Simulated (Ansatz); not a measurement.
H:

```
H
1.0
     2.64964    0.00000    0.00000
     0.00000    2.64964    0.00000
     0.00000    0.00000    0.98049
H
1
Direct
  0.00000 0.00000 0.50000
```

- Program: Ansatz 0.2.0
- Task: relaxation of cell and atoms
- Functional: PBEsol
- Dispersion: D4
- Potentials or basis: Ansatz PAW
- Cutoff: 420 eV (not typed: the program's choice for these potentials)
- k mesh: 10 × 10 × 26
- Occupations: fermi-dirac, width 0.05 eV
- Spin: no spin polarisation

At the start: volume 6.88 Å³/atom.

Question: Where does the relaxation end?

Answer: It ends after 10 steps and the volume is 7.83 Å³/atom (+13.8 %); space group P4/mmm (No. 123, to 0.05 Å).

The path:
| step | energy change (eV) | largest force (eV/Å) | volume (Å³) |
| --- | --- | --- | --- |
| 1 | 0.0000 | 0.0000 | 6.88 |
| 2 | -0.0005 | 0.0000 | 7.05 |
| 3 | -0.0007 | 0.0000 | 7.35 |
| 4 | -0.0006 | 0.0000 | 7.55 |
| 5 | -0.0005 | 0.0000 | 7.58 |
| 6 | -0.0005 | 0.0000 | 7.59 |
| 7 | -0.0021 | 0.0000 | 7.59 |
| 8 | -0.0019 | 0.0000 | 7.77 |
| 9 | -0.0018 | 0.0000 | 7.83 |
| 10 | -0.0022 | 0.0000 | 7.83 |

Final structure:
```
H
1.0
     2.81745    0.00000    0.00000
     0.00000    2.81745    0.00000
     0.00000    0.00000    0.98677
H
1
Cartesian
  0.0000 0.0000 0.4934
```

Caveat: the plane-wave basis is chosen anew once the cell has moved, so the energies of steps on either side of that aren't comparable.
